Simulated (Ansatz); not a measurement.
**BN: relaxation of cell and atoms with BLYP+D3(BJ)**

BN:

```xyz
2
Lattice="1.2511 0.7223 3.3729 -1.2511 0.7223 3.3729 0.0000 -1.4447 3.3729" Properties=species:S:1:pos:R:3 pbc="T T T"
N     0.0000    0.0000    6.7517
B     0.0000    0.0000    0.0033
```

The cell is a database's computed one.

```json
{"Program": "Ansatz 0.2.0", "Task": "relaxation of cell and atoms", "Functional": "BLYP", "Dispersion": "D3(BJ)", "Potentials or basis": "Ansatz PAW", "Cutoff": "420 eV (not typed: the program's choice for these potentials)", "k mesh": "12 × 12 × 12", "Occupations": "fermi-dirac, width 0.05 eV", "Spin": "no spin polarisation"}
```

The relaxed volume is 8.71 Å³/atom. The relaxed cell is a = 3.515 Å, b = 3.515 Å, c = 3.515 Å, α = 41.76°, β = 41.76°, γ = 41.76°, the space group after relaxing (to 0.05 Å) is R3m (No. 160) and the energy gained by relaxing is 3.2 meV/atom. The ionic steps are 10, the pressure after relaxing is 0.0 GPa and the band gap on the k mesh is 4.24 eV, indirect (least direct gap 4.75 eV).

Step by step:
| step | energy change (eV) | largest force (eV/Å) | volume (Å³) |
| --- | --- | --- | --- |
| 1 | 0.0000 | 0.0002 | 18.29 |
| 2 | -0.0075 | 0.0139 | 17.76 |
| 3 | -0.0090 | 0.0037 | 17.55 |
| 4 | -0.0088 | 0.0002 | 17.59 |
| 5 | -0.0061 | 0.0004 | 17.59 |
| 6 | -0.0071 | 0.0047 | 17.43 |
| 7 | -0.0071 | 0.0003 | 17.44 |
| 8 | -0.0063 | 0.0001 | 17.44 |
| 9 | -0.0065 | 0.0000 | 17.42 |
| 10 | -0.0064 | 0.0000 | 17.42 |

Final structure:
```cif
data_structure
_symmetry_space_group_name_H-M 'P 1'
_symmetry_Int_Tables_number 1
_cell_length_a 3.5147
_cell_length_b 3.5147
_cell_length_c 3.5147
_cell_angle_alpha 41.765
_cell_angle_beta 41.765
_cell_angle_gamma 41.765
_cell_volume 17.42
loop_
_atom_site_label
_atom_site_type_symbol
_atom_site_fract_x
_atom_site_fract_y
_atom_site_fract_z
_atom_site_occupancy
N1 N 0.66734 0.66734 0.66734 1
B1 B 0.00022 0.00022 0.00022 1
```

Levels at points of the mesh, in eV from the valence-band top:
```tsv
k point	band 1	band 2	band 3	band 4	band 5	band 6	band 7	band 8
(0.00, 0.00, 0.00)	-17.73	-3.82	-1.37	-1.37	5.59	11.74	11.74	13.10
(0.00, 0.00, -0.50)	-14.56	-8.88	-4.09	-0.50	5.40	10.13	13.42	15.58
(0.00, -0.50, -0.50)	-14.45	-8.70	-4.18	-1.26	4.24	9.98	14.68	18.35
(-0.50, -0.50, -0.50)	-17.35	-6.29	-1.40	-1.40	10.68	11.64	11.64	12.52
```

Wall time 21 s on 2 threads of Arm Neoverse V1 (shared host), peak memory 0.33 GiB.

Caveat: the plane-wave basis is chosen anew once the cell has moved, so the energies of steps on either side of that aren't comparable; the pressure holds a Pulay correction of +0.8 GPa for the finite cutoff; the PAW data sets come from PBE, with cores solved anew for the run's functional, which leaves a small shift of forces and pressure. A k mesh can miss the band edges.
